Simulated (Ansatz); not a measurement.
BaSnO3:
```
CELL_PARAMETERS angstrom
      4.17588     0.00000     0.00000
      0.00000     4.17588     0.00000
      0.00000     0.00000     4.17588
ATOMIC_POSITIONS crystal
  Sn 0.50000 0.50000 0.50000
  Ba 0.00000 0.00000 0.00000
  O  0.50000 0.50000 0.00000
  O  0.50000 0.00000 0.50000
  O  0.00000 0.50000 0.50000
```

This is the PBE-relaxed structure.

Problem. All from PBE in the plane-wave PAW code Ansatz, unless another level is named. Predict the smallest direct gap on the standard path.

Solution. 0.97 eV.

Problem. Next, the valence-band maximum?

Solution. at R.

Problem. Next, the weight of the conduction-edge state by species (Voronoi cells)?

Solution. Sn 59 %, O 41 %.

Problem. Next, the conduction-band minimum?

Solution. at Γ.

Space group Pm-3m (cubic perovskite). Symmetry was held in the PBE relaxation. Spin–orbit coupling is left out wherever it is not named.

Potentials: the later of the program's two PAW sets.
